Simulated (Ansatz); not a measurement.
InN (zinc blende)

```
InN
1.0
    0.00000     4.99990     4.99990
    2.49995     2.49995     4.99990
    2.49995     2.49995     0.00000
N In
2 2
Direct
  0.00000   0.75000   0.75000
  0.50000   0.75000   0.75000
  0.00000   0.00000   0.00000
  0.50000   0.00000   0.00000
```

A phonon eigenvector at X = (0.5, 0.5, 0.0) is frozen into this cell: atom i moves by Q times the vector below, so Q is the largest atomic displacement, in Å. The cell is held. (q is in reciprocal vectors of the primitive cell; the cell shown is doubled to hold the pattern.)

| atom | x | y | z |
|---|---|---|---|
| N1 | 0.000 | 0.000 | 1.000 |
| N2 | 0.000 | 0.000 | -1.000 |

Atoms not listed stay in place.

All values below come from r2SCAN (plane waves to 500 eV, PAW, scalar-relativistic; Ansatz, a quantum-chemistry and plane-wave program). k mesh 11×11×11 (Γ-centred), Fermi-Dirac smearing 0.05 eV. With partly filled bands, energies and forces of such displacements shift with the k mesh and the smearing. At this level the bands of InN touch or barely overlap; measurements give the solid a gap. InN was relaxed with its symmetry unable to fall. The PAW data are Ansatz's earlier set.

At one point of the scan the forces (eV/Å) are:

| atom | Fx | Fy | Fz |
|---|---|---|---|
| N1 | 0.000 | 0.000 | -1.416 |
| N2 | 0.000 | 0.000 | 1.416 |
| In3 | 0.000 | 0.000 | 0.000 |
| In4 | 0.000 | 0.000 | 0.000 |

Problem. Which point is it?
(A) Q = 0.083 Å
(B) Q = 0.100 Å
(C) Q = 0.017 Å
(D) Q = 0.067 Å

Solution. A, Q = 0.083 Å

(A displaced cell: forces are minus the slopes of the energy, force constants its curvatures, and phonons follow from these.)
